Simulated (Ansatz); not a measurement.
## Bi2Te3, one cell by several methods

```
Bi Te
1.0
     2.18567    1.26189   10.13167
    -2.18567    1.26189   10.13167
     0.00000   -2.52379   10.13167
Bi Te
2 3
Direct
  0.40000 0.40000 0.40000
  0.60000 0.60000 0.60000
  0.00000 0.00000 0.00000
  0.20950 0.20950 0.20950
  0.79050 0.79050 0.79050
```

Atom numbers follow the list: Bi1, Bi2, Te3, Te4, Te5.

The cell is COD entry 9011962, as deposited and not checked against the literature; nothing was relaxed. The listed cell was then made from it by scaling, straining or moving an atom.

Spin–orbit coupling is left out, though it moves levels of the heavy atoms by tenths of an eV or more.

Methods: DFT, PBE, PAW with Ansatz's default frozen-core files, scalar-relativistic (Ansatz 0.2.0); DFT, PBE, all-electron PAW with datasets made for the crystal, scalar-relativistic (Ansatz 0.2.0); DFT, PBE, all-electron LAPW, scalar-relativistic (Ansatz 0.2.0).

For PAW: a Γ-centred 7×7×7 k mesh, Fermi–Dirac smearing of 0.08 eV, cutoff 420 eV, no spin polarisation. The crystal-made all-electron datasets (AE datasets) take a cutoff of 240 eV at this cell. LAPW targets a basis error of 1 meV/atom. The Ansatz runs share mesh, smearing and spin set-up. Plane-wave (PAW) pressures include the program's estimate of the Pulay term.

Stress and pressure are positive in compression.

The change that made this cell: volume scaled by 0.99.

No spin–orbit coupling: at heavy atoms the gradients can be off by tens of per cent for that reason.

```json
{"quantity": "pressure (GPa)", "PAW": "2.47", "AE datasets": "2.49", "LAPW": "2.49"}
{"quantity": "stress xx (GPa)", "PAW": "2.53", "AE datasets": "2.54", "LAPW": "2.54"}
{"quantity": "stress zz (GPa)", "PAW": "2.36", "AE datasets": "2.38", "LAPW": "2.38"}
{"quantity": "force on Te4, z (eV/Å)", "PAW": "-0.021", "AE datasets": "-0.023", "LAPW": "-0.022"}
{"quantity": "band gap (eV)", "PAW": "0.285", "AE datasets": "0.285", "LAPW": "0.285"}
{"quantity": "field gradient Vzz at Bi1 (10²¹ V/m²)", "PAW": "2.36", "AE datasets": "2.34", "LAPW": "–"}
{"quantity": "field gradient Vzz at Te3 (10²¹ V/m²)", "PAW": "9.93", "AE datasets": "9.85", "LAPW": "–"}
{"quantity": "field gradient Vzz at Te4 (10²¹ V/m²)", "PAW": "0.89", "AE datasets": "0.88", "LAPW": "–"}
```

PAW's pressure differs from the LAPW value by -0.02 GPa.
